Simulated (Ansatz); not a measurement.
# H on Ge (Germanium) (100)

The task, for Ge (Germanium): find where and how strongly H adsorbs.

Method: DFT PBE+D3(BJ), scalar-relativistic, plane waves, PAW, in Ansatz 0.2.0.

2 further runs of the same task are left out: 2 set aside as unsound or not needed.

### 1 Starting point

The structure is monoclinic, space group Pm (No. 6). The conventional cell has a = 8.060 Å, b = 4.030 Å, c = 26.561 Å, α = 90.00°, β = 90.00°, γ = 90.00°. H (site symmetry 1) has 1 H at 1.45 Å and 1 Ge at 1.58 Å as nearest neighbours. Ge (site symmetry m) is surrounded by 2 H at 1.58 Å. Around Ge (site symmetry m) lie 4 Ge at 2.47 Å. Ge (site symmetry m) has 4 Ge at 2.43 to 2.50 Å as nearest neighbours. Ge (site symmetry m) is surrounded by 4 Ge at 2.44 to 2.51 Å. Only part of the 16 independent sites is listed.

As a file:

```
CELL_PARAMETERS angstrom
8.06016 0.00000 0.00000
0.00000 4.03008 0.00000
0.00000 0.00000 26.56138
ATOMIC_POSITIONS crystal
H 0.25000 0.17989 0.32001
H 0.25000 0.82011 0.32001
H 0.75000 0.82011 0.32001
H 0.75000 0.17989 0.32001
Ge 0.25000 0.50000 0.35436
Ge 0.75000 0.50000 0.35436
Ge 0.50000 0.50000 0.40800
Ge 0.00000 0.50000 0.40800
Ge 0.50000 0.00000 0.46165
Ge 0.00000 0.00000 0.46165
Ge 0.74889 0.00000 0.51760
Ge 0.25063 0.00000 0.51325
Ge 0.75576 0.50000 0.57312
Ge 0.23800 0.50000 0.56543
Ge 0.00946 0.50000 0.62787
Ge 0.49254 0.50000 0.62449
Ge 0.05115 0.00000 0.68571
Ge 0.34869 0.00000 0.65577
```

Planes are indexed in the bulk's conventional cell (Fd-3m (No. 227)), a = 5.699 Å, b = 5.699 Å, c = 5.699 Å, α = 90.00°, β = 90.00°, γ = 90.00°.

This (100) slab, 9.6 Å thick as cut, with 17 Å of vacuum, in a 2×1 surface cell; its outer planes are Ge (top) and Ge (bottom), was relaxed beforehand with its lower half held: -60193.5282 eV, gap on the mesh 0.37 eV (a mesh can miss band crossings, so it may be none), dipole along +c -0.028 e·Å per cell.

### 2 Start: H, hollow over Ge

Input file input.yaml:

```yaml
crystal:
  lattice:
    - [8.0601565524, 0.0, 0.0]
    - [0.0, 4.0300782762, 0.0]
    - [0.0, 0.0, 29.5613790335]
  atoms:
    - { symbol: H, position: [0.25, 0.1798895923, 0.28753733] }
    - { symbol: H, position: [0.25, 0.8201104077, 0.28753733] }
    - { symbol: H, position: [0.75, 0.8201104077, 0.28753733] }
    - { symbol: H, position: [0.75, 0.1798895923, 0.28753733] }
    - { symbol: Ge, position: [0.25, 0.5, 0.318398272] }
    - { symbol: Ge, position: [0.75, 0.5, 0.318398272] }
    - { symbol: Ge, position: [0.5, 0.5, 0.3665979123] }
    - { symbol: Ge, position: [0.0, 0.5, 0.3665979123] }
    - { symbol: Ge, position: [0.5, 0.0, 0.4147975527] }
    - { symbol: Ge, position: [0.0, 0.0, 0.4147975527] }
    - { symbol: Ge, position: [0.7488905949, 0.0, 0.4650694697] }
    - { symbol: Ge, position: [0.2506289644, 0.0, 0.4611657847] }
    - { symbol: Ge, position: [0.755763295, 0.5, 0.5149617932] }
    - { symbol: Ge, position: [0.238004266, 0.5, 0.5080511787] }
    - { symbol: Ge, position: [0.0094627887, 0.5, 0.5641484228] }
    - { symbol: Ge, position: [0.4925412289, 0.5, 0.5611099694] }
    - { symbol: Ge, position: [0.0511475216, 0.0, 0.6161198441] }
    - { symbol: Ge, position: [0.3486854803, 0.0, 0.5892233524] }
    - { symbol: H, position: [-0.0112032443, 0.0, 0.6660780438] }
    - { symbol: H, position: [0.3509196342, 0.0, 0.6419913934] }
basis:
  ecutwfc: 420
kpoints:
  mp_grid: { grid: [4, 7, 1] }
hamiltonian:
  xc: pbe
  dispersion: d3bj
scf:
  occupations: { method: gaussian, width: 0.1 }
output:
  forces: true
  eigenvalues: true
  write_density: true
  write_potential: true
  elf: true
  volumetric_format: npy
relax:
  adjacent_minimum: "off"
  f_tol: 0.03
  max_steps: 70
  constraints: [{ sites: [0, 1, 2, 3, 4, 5, 6, 7, 8, 9] }]
efield:
  axis: 3
  dipole_correction: true
```

Run with:

```console
> ansatz run input.yaml --threads 2 --pin off --max-ram 5120MiB --backend cpu --events-out ev --progress --plain --runs-dir out
```

Before running it: what results should come out? Wanted: H: lowest end.

As calculated:

```
     quantity                                                                  value
H: lowest end  E_ads -19.19 eV, from the hollow over Ge start, 1 bonded, 1.45 Å high
```

H binds with 19.19 eV at best, a strong chemical bond when counted from the free atom, not from the element's molecule or solid. The surface itself gives way, with a slab atom moving 0.6 Å. A start on a symmetric site keeps its symmetry, so an end may be a saddle point and not a minimum.
